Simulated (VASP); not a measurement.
# BN (F-43m) in VASP: single point with PBE

Aim: the single point of BN with PBE.

All numbers are computed with VASP 6.6.1; they aren't measurements. Logs are shortened: lines on timing, memory, paths and dates and some standing lists are left out, and cuts for length are marked.

### 1 The cell of the first run

The structure is cubic, space group F-43m (No. 216). The conventional cell has a = 3.625 Å, b = 3.625 Å, c = 3.625 Å, α = 90.00°, β = 90.00°, γ = 90.00°. B (site symmetry -43m) is surrounded by 4 N at 1.57 Å. N (site symmetry -43m) is surrounded by 4 B at 1.57 Å.

The cell is a database's computed one.

### 2 Single point, PBE (the relaxed cell repeated 2 times)

The input, INCAR:

```
SYSTEM = BN
PREC = Accurate ; ENCUT = 520
EDIFF = 1E-6 ; ISMEAR = 0
SIGMA = 0.05 ; LREAL = .FALSE.
LASPH = .TRUE. ; NELM = 100
ALGO = Fast ; ISIF = 2
LWAVE = .FALSE. ; LCHARG = .FALSE.
GGA = PE ; NBANDS = 16
```

The input, KPOINTS:

```
regular mesh
0
G
  6 6 6
  0 0 0
```

The input, POSCAR:

```
BN
1.0
    0.0000000000     -1.8123937734     -1.8123937734
   -1.8123937734      0.0000000000     -1.8123937734
    1.8123937734      1.8123937734     -3.6247875468
B N
2 2
Direct
    0.0000000000      0.0000000000      0.0000000000
    0.5000000000      0.5000000000      0.5000000000
    0.3750000000      0.3750000000      0.8750000000
    0.8750000000      0.8750000000      0.3750000000
```

Potentials or basis: VASP PAW PBE potentials, release 64 (B, N).

Started as:

```sh
> cat potpaw_PBE.64/B/POTCAR potpaw_PBE.64/N/POTCAR > POTCAR
> mpirun -np 1 vasp_std > vasp.out
```

OUTCAR:

```text
SYSTEM = BN
   PREC = Accurate
   ENCUT = 520
   EDIFF = 1E-6
   ISMEAR = 0
   LREAL = .FALSE.
   LASPH = .TRUE.
   NELM = 100
   ISIF = 2
   GGA = PE

 ion  position               nearest neighbor table
   1  0.000  0.000  0.000-   3 1.57   3 1.57   3 1.57   4 1.57
   2  0.500  0.500  0.500-   4 1.57   4 1.57   3 1.57   4 1.57
   3  0.375  0.375  0.875-   1 1.57   1 1.57   1 1.57   2 1.57
   4  0.875  0.875  0.375-   2 1.57   2 1.57   1 1.57   2 1.57

  LATTYP: Found a trigonal (rhomboedric) cell.
 ALAT       =     4.4394399578
 COS(alpha) =     0.8333333333

  Lattice vectors:

 A1 = (   1.8123937734,   3.6247875468,  -1.8123937734)
 A2 = (   3.6247875468,   1.8123937734,  -1.8123937734)
 A3 = (   1.8123937734,   1.8123937734,  -3.6247875468)

Analysis of symmetry for initial positions (statically):
=====================================================================
 Subroutine PRICEL returns following result:

  LATTYP: Found a face centered cubic cell.
 ALAT       =     3.6247875468

  Lattice vectors:

 A1 = (   0.0000000000,  -1.8123937734,   1.8123937734)
 A2 = (   1.8123937734,  -1.8123937734,   0.0000000000)
 A3 = (   1.8123937734,   0.0000000000,   1.8123937734)

   2 primitive cells build up your supercell.

 Routine SETGRP: Setting up the symmetry group for a
 trigonal (rhombohedral) supercell.

 Subroutine GETGRP returns: Found  6 space group operations
 (whereof  6 operations were pure point group operations)
 out of a pool of 12 trial point group operations.

The static configuration has the point symmetry C_3v.

Analysis of symmetry for dynamics (positions and initial velocities):
=====================================================================
 Subroutine PRICEL returns following result:

  LATTYP: Found a face centered cubic cell.
 ALAT       =     3.6247875468

  Lattice vectors:

 A1 = (   0.0000000000,  -1.8123937734,   1.8123937734)
 A2 = (   1.8123937734,  -1.8123937734,   0.0000000000)
 A3 = (   1.8123937734,   0.0000000000,   1.8123937734)

   2 primitive cells build up your supercell.

 Routine SETGRP: Setting up the symmetry group for a
 trigonal (rhombohedral) supercell.

 Subroutine GETGRP returns: Found  6 space group operations
 (whereof  6 operations were pure point group operations)
 out of a pool of 12 trial point group operations.

The dynamic configuration has the point symmetry C_3v.

 Subroutine INISYM returns: Found  6 space group operations
 (whereof  6 operations are pure point group operations),
 and found     2 'primitive' translations

----------------------------------------------------------------------------------------

                                     Primitive cell

  volume of cell :      11.9066

  direct lattice vectors                    reciprocal lattice vectors
     0.000000000 -1.812393773  1.812393773    -0.275878238 -0.275878238  0.275878238
     1.812393773 -1.812393773  0.000000000     0.275878238 -0.275878238 -0.275878238
     1.812393773  0.000000000  1.812393773     0.275878238  0.275878238  0.275878238

  length of vectors
     2.563111855  2.563111855  2.563111855     0.477835124  0.477835124  0.477835124

  position of ions in fractional coordinates (direct lattice)
     0.000000000  0.000000000  0.000000000
     0.250000000  0.250000000  0.250000000

  ion indices of the primitive-cell ions
   primitive index   ion index
                 1           1
                 2           4

----------------------------------------------------------------------------------------

 KPOINTS: regular mesh

Automatic generation of k-mesh.
 Grid dimensions read from file:
 generate k-points for:    6    6    6

 Generating k-lattice:

  Cartesian coordinates                     Fractional coordinates (reciprocal lattice)
     0.022989853 -0.068969559 -0.022989853     0.166666667  0.000000000 -0.000000000
    -0.068969559  0.022989853 -0.022989853     0.000000000  0.166666667 -0.000000000
     0.022989853  0.022989853 -0.022989853     0.000000000  0.000000000  0.166666667

  Length of vectors
     0.076248717  0.076248717  0.039819594

  Shift w.r.t. Gamma in fractional coordinates (k-lattice)
     0.000000000  0.000000000  0.000000000

 Subroutine IBZKPT returns following result:
 ===========================================

 Found     32 irreducible k-points:

 Following reciprocal coordinates:
            Coordinates               Weight
  0.000000  0.000000  0.000000      1.000000
  0.166667  0.000000  0.000000      6.000000
  0.333333  0.000000 -0.000000      6.000000
  0.500000  0.000000  0.000000      3.000000
  0.166667  0.166667  0.000000      6.000000
  0.333333  0.166667  0.000000     12.000000
[... 16 lines left out ...]
 -0.166667  0.500000  0.166667     12.000000
 -0.333333 -0.333333  0.166667      6.000000
 [... further k-points ...]
   k-points           NKPTS =     32   k-points in BZ     NKDIM =     32   number of bands    NBANDS=     16
   number of dos      NEDOS =    301   number of ions     NIONS =      4
   total plane-waves  NPLWV =  14400
   dimension x,y,z NGX =    20 NGY =   20 NGZ =   36
   dimension x,y,z NGXF=    40 NGYF=   40 NGZF=   72
   ions per type =               2   2
   NGX,Y,Z   is equivalent  to a cutoff of  12.97, 12.97, 13.48 a.u.
   NGXF,Y,Z  is equivalent  to a cutoff of  25.94, 25.94, 26.96 a.u.
 SYSTEM =  BN
   PREC   = accura    normal or accurate (medium, high low for compatibility)
   ISTART =      0    job   : 0-new  1-cont  2-samecut
   ICHARG =      2    charge: 1-file 2-atom 10-const
   ISPIN  =      1    spin polarized calculation?
   LNONCOLLINEAR =      F non collinear calculations
   LSORBIT =      F    spin-orbit coupling
   LASPH  =      T    aspherical Exc in radial PAW
   ENCUT  =  520.0 eV  38.22 Ry    6.18 a.u.   4.77  4.77  8.25*2*pi/ulx,y,z
   NELM   =    100;   NELMIN=  2; NELMDL= -5     # of ELM steps
   EDIFF  = 0.1E-05   stopping-criterion for ELM
   LREAL  =      F    real-space projection
   EDIFFG = 0.1E-04   stopping-criterion for IOM
   NSW    =      0    number of steps for IOM
   IBRION =     -1    ionic relax: 0-MD 1-quasi-New 2-CG
   NFREE  =      0    steps in history (QN), initial steepest desc. (CG)
   ISIF   =      2    stress and relaxation
   ISYM   =      2    0-nonsym 1-usesym 2-fastsym
   POTIM  = 0.5000    time-step for ionic-motion
   TEBEG  =    0.0;   TEEND  =   0.0 temperature during run
   PSTRESS=    0.0 pullay stress
   NELECT =      16.0000    total number of electrons
   NUPDOWN=      -1.0000    fix difference up-down
   EMIN   =  10.00;   EMAX   =-10.00  energy-range for DOS
   EFERMI =   0.00;   METHOD = LEGACY
   ISMEAR =     0;   SIGMA  =   0.05  broadening in eV -4-tet -1-fermi 0-gaus
   EFERMI_NEDOS =   21; number of points for ismear=-14 and -15
   IALGO  =     68    algorithm
   IMIX   =      4    mixing-type and parameters
     AMIX     =   0.40;   BMIX     =  1.00
     AMIX_MAG =   1.60;   BMIX_MAG =  1.00
  volume/ion in A,a.u.               =       5.95        40.17
  Fermi-wavevector in a.u.,A,eV,Ry     =   1.433867  2.709616 27.973240  2.055975
  Thomas-Fermi vector in A             =   2.553338
   LORBIT       =      0    0 simple, 1 ext, 2 COOP (PROOUT), +10 PAW based schemes
   GGA     = PE    functional components
   LHFCALC =     F    Hartree Fock is set to
   AEXX    =    0.0000 exact exchange contribution
   IVDW    =     0    specifies the selected vdW correction
   LEPSILON=     F    determine dielectric tensor
   LRPA    =     F    only Hartree local field effects (RPA)
 non-spin polarized calculation
 RMM-DIIS sequential band-by-band and
 Gauss-broadening in eV      SIGMA  =   0.05
  energy-cutoff  :      520.00
  volume of cell :       23.81
 maximum number of plane-waves:       663
   NGX =  9   NGY =  9   NGZ = 17

 number of electron      16.0000001 magnetization

 Free energy of the ion-electron system (eV)
  ---------------------------------------------------
  ext. energy  EPLUGINS =         0.00000000
  ---------------------------------------------------
  free energy    TOTEN  =       -34.89807753 eV

  energy without entropy =      -34.89807753  energy(sigma->0) =      -34.89807753

 E-fermi :   7.5400     XC(G=0): -12.7816

 val. band max:        7.3048019369   @ k =   0.0000   0.0000   0.0000
 cond. band min:      11.7545258150   @ k =   0.5000   0.5000   0.0000
 fundamental gap:      4.4497238781
 Fermi energy:         7.5400075680

 k-point     1 :       0.0000    0.0000    0.0000
  band No.  band energies     occupation
      1     -12.8345      2.00000
      2      -8.6558      2.00000
      3      -3.3117      2.00000
      4       5.3796      2.00000
      5       5.3796      2.00000
      6       7.3048      2.00000
[... 8 lines left out ...]
     15      17.9648      0.00000
     16      22.4782      0.00000

 k-point     2 :       0.1667    0.0000    0.0000
  band No.  band energies     occupation
      1     -12.2232      2.00000
      2      -8.2950      2.00000
      3      -2.6234      2.00000
      4       3.2085      2.00000
      5       4.7584      2.00000
      6       5.0145      2.00000
[... 8 lines left out ...]
     15      19.4859      0.00000
     16      22.8897      0.00000

 k-point     3 :       0.3333    0.0000   -0.0000
  band No.  band energies     occupation
      1     -10.4875      2.00000
      2      -7.5359      2.00000
      3      -1.0406      2.00000
      4      -0.0173      2.00000
      5       1.2568      2.00000
      6       3.8449      2.00000
[... 8 lines left out ...]
     15      21.8009      0.00000
     16      23.2358      0.00000
[... 362 lines left out ...]
 k-point    23 :      -0.1667    0.5000    0.1667
  band No.  band energies     occupation
      1      -8.4058      2.00000
      2      -7.9964      2.00000
      3      -2.2053      2.00000
      4      -0.3574      2.00000
      5       2.0498      2.00000
      6       2.4564      2.00000
[... 8 lines left out ...]
     15      22.6566      0.00000
     16      23.4352      0.00000

 k-point    24 :      -0.3333   -0.3333    0.1667
  band No.  band energies     occupation
      1      -9.8140      2.00000
      2      -8.6856      2.00000
      3      -1.1209      2.00000
      4       0.1551      2.00000
      5       2.5991      2.00000
      6       3.0202      2.00000
[... 8 lines left out ...]
     15      23.3652      0.00000
     16      23.4134      0.00000

 [... further k-points ...]

------------------------ aborting loop because EDIFF is reached ----------------------------------------

  FORCE on cell =-STRESS in cart. coord.  units (eV):
  Direction    XX          YY          ZZ          XY          YZ          ZX
  --------------------------------------------------------------------------------------
  -------------------------------------------------------------------------------------
  Total        0.0340301      0.0340301      0.0340301     -0.0058143      0.0058143      0.0058143
  in kB        2.2895824      2.2895824      2.2895824     -0.3911908      0.3911908      0.3911908
  external PRESSURE =       2.2895824 kB  Pullay stress =       0.0000000 kB

 VOLUME and BASIS-vectors are now :
 -----------------------------------------------------------------------------
  energy-cutoff  :      520.00
  volume of cell :       23.81
      direct lattice vectors                 reciprocal lattice vectors
     0.000000000 -1.812393773 -1.812393773     0.137939119 -0.413817356 -0.137939119
    -1.812393773  0.000000000 -1.812393773    -0.413817356  0.137939119 -0.137939119
     1.812393773  1.812393773 -3.624787547     0.137939119  0.137939119 -0.137939119

 POSITION                                       TOTAL-FORCE (eV/Angst)
 -----------------------------------------------------------------------------------
      0.00000      0.00000      0.00000        -0.001878     -0.001878      0.001878
      0.00000      0.00000     -3.62479        -0.001878     -0.001878      0.001878
      0.90620      0.90620     -4.53098         0.001878      0.001878     -0.001878
     -0.90620     -0.90620     -4.53098         0.001878      0.001878     -0.001878
 -----------------------------------------------------------------------------------
    total drift:                               -0.000002     -0.000002      0.000001

  FREE ENERGIE OF THE ION-ELECTRON SYSTEM (eV)
  ---------------------------------------------------
  free  energy   TOTEN  =       -34.8980775281 eV

  energy  without entropy=      -34.8980775281  energy(sigma->0) =      -34.89807753
```

Wall time 12 s (1 thread of Intel Xeon Platinum 8259CL at 2.50GHz (Skylake/Cascade Lake), shared host); peak memory 0.13 GiB.

What came out:

| Item | Value |
| --- | --- |
| Free energy | -34.8981 eV |
| Pressure | 0.2 GPa |
| Band gap on the k mesh | 4.45 eV |

Caveat: the k mesh is coarse (spacing up to 0.48 Å⁻¹), so the values aren't converged. A k mesh can miss the band edges.
